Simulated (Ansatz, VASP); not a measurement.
## PtSe2 in VASP and in Ansatz

The input INCAR:

```
SYSTEM = PtSe2
PREC = Accurate
ENCUT = 520
EDIFF = 1E-8
ISMEAR = -1
SIGMA = 0.05
LREAL = .False.
LASPH = .True.
NELM = 100
ALGO = Fast
ISIF = 2
LWAVE = .False.
LCHARG = .False.
GGA = PE
LEFG = .True.
NBANDS = 18
```

File KPOINTS:

```
Automatic mesh
0
Gamma
  12 12 7
  0 0 0
```

Contents of POSCAR:

```
PtSe2
1.0
    3.7516095341      0.0000000000      0.0000000000
   -1.8758047670      3.2489891616      0.0000000000
    0.0000000000      0.0000000000      6.5011771938
Pt Se
1 2
Direct
    0.0000000000      0.0000000000      0.0000000000
    0.3333333333      0.6666666667      0.2009858555
    0.6666666667      0.3333333333      0.7990141445
```

Input for Ansatz:

```yaml
crystal:
  lattice:
    - [3.7516095341, 0.0, 0.0]
    - [-1.875804767, 3.2489891616, 0.0]
    - [0.0, 0.0, 6.5011771938]
  atoms:
    - { symbol: Pt, position: [0.0, 0.0, 0.0] }
    - { symbol: Se, position: [0.3333333333, 0.6666666667, 0.2009858555] }
    - { symbol: Se, position: [0.6666666667, 0.3333333333, 0.7990141445] }
kpoints:
  mp_grid: { grid: [12, 12, 7] }
  band_path:
    path:
      - [0.0, 0.0, 0.0]
      - [0.5, 0.0, 0.0]
      - [0.3333333333, 0.3333333333, 0.0]
      - [0.0, 0.0, 0.0]
      - [0.0, 0.0, 0.5]
      - [0.5, 0.0, 0.5]
      - [0.3333333333, 0.3333333333, 0.5]
      - [0.0, 0.0, 0.5]
      - [0.5, 0.0, 0.5]
    npoints: 8
scf:
  occupations: { method: fermi_dirac, width: 0.05 }
hamiltonian:
  xc: pbe
  pseudopotentials: { kind: paw }
output:
  forces: true
  stress: true
  eigenvalues: true
  efg: { contact_densities: true }
  populations: true
  bader: true
  dos: { projected: true, de: 0.2, e_range: [-14, 8] }
```

Alike in both runs: task electric field gradients; functional PBE; k mesh 12 × 12 × 7; occupations fermi-dirac, width 0.05 eV; no spin polarisation.

```csv
,VASP,Ansatz
version,VASP 6.6.1,Ansatz 0.2.0
potentials or method,"VASP PAW PBE potentials, release 64 (Pt, Se)","PAW with Ansatz's default frozen-core files, scalar-relativistic"
plane-wave cutoff (eV),520,420
valence electrons in the cell,22,50
```

|  | VASP | Ansatz | Ansatz less VASP |
| --- | --- | --- | --- |
| pressure (GPa) | 0.0 | 0.0 | +0.04 |
| Vzz of the field gradient on the site that differs most (V/Å²) | 115.2 | 72.0 | -43.16 |

The functional is the same, so the differences come from potentials, cutoffs and numerics. The two sets of potentials don't hold the same shells in valence. Ansatz warned: «gradients_without_spin_orbit».

Caveats: spin-orbit coupling is left out, which moves the levels of the heavy elements; an odd mesh through Γ misses points on the zone boundary, where band edges often lie; this functional lacks dispersion, which binds the layers, so the pressure and a relaxed spacing across them are unreliable.
